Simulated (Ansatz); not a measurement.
Ca:

```xyz
1
Lattice="-0.0391 2.8063 2.8103 2.7256 -0.0088 2.7800 2.7544 2.8048 -0.0376" Properties=species:S:1:pos:R:3 pbc="T T T"
Ca   -0.0041    0.0342   -0.0352
```

The cell isn't the ideal one: cell strained at random at fixed volume.

Base run:

- Program: Ansatz 0.2.0
- Functional: BLYP
- Potentials or basis: all-electron LAPW, scalar-relativistic
- Cutoff: 83 eV
- Density cutoff: 332 eV
- Basis error allowed: 0.001 eV/atom
- k mesh: 8 × 8 × 8
- Occupations: methfessel-paxton, width 0.2 eV
- Spin: no spin polarisation

Its results: pressure -0.4 GPa.

The run is repeated on the same cell with these changes: functional from BLYP to PBEsol; occupations from methfessel-paxton, width 0.2 eV to gaussian, width 0.1 eV. What comes out?

Pressure -1.2 GPa.

Not every run made on this cell is shown here.
